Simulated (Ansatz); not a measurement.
**What DFT gives for BaTiO3**

```
Ba Ti O
1.0
     3.96849    0.00000    0.00000
     0.00000    3.96849    0.00000
     0.00000    0.00000    4.00086
Ba Ti O
1 1 3
Cartesian
  0.0000 0.0000 0.0000
  1.9842 1.9842 2.0884
  1.9842 1.9842 3.9168
  1.9842 0.0000 1.9524
  0.0000 1.9842 1.9524
```

Level: PBEsol, no spin polarisation; 420 eV; 7×7×6 Γ-centred mesh; cold occupations (width 0.0171 eV); Ansatz 0.2.0, fixed geometry.

Forces: The largest is on Ti2: 0.28 eV/Å, components (0.00, 0.00, -0.28). It makes 180° with the line to a nearest neighbour, O3 at 1.83 Å, pointing away from it.
Charges: Bader charges in e: Ba +1.52, Ti +2.19, O -1.25 to -1.21. In the mean Ti gives up most and O takes most.
Electronic structure: The gap is 1.85 eV, indirect (the least direct gap found is 2.19 eV).
Band edges: Within 0.7 eV of the edges, the states project mainly on O p (93 %) below the gap and on Ti d (87 %) above it.

Origin: a database entry at a rescaled volume.
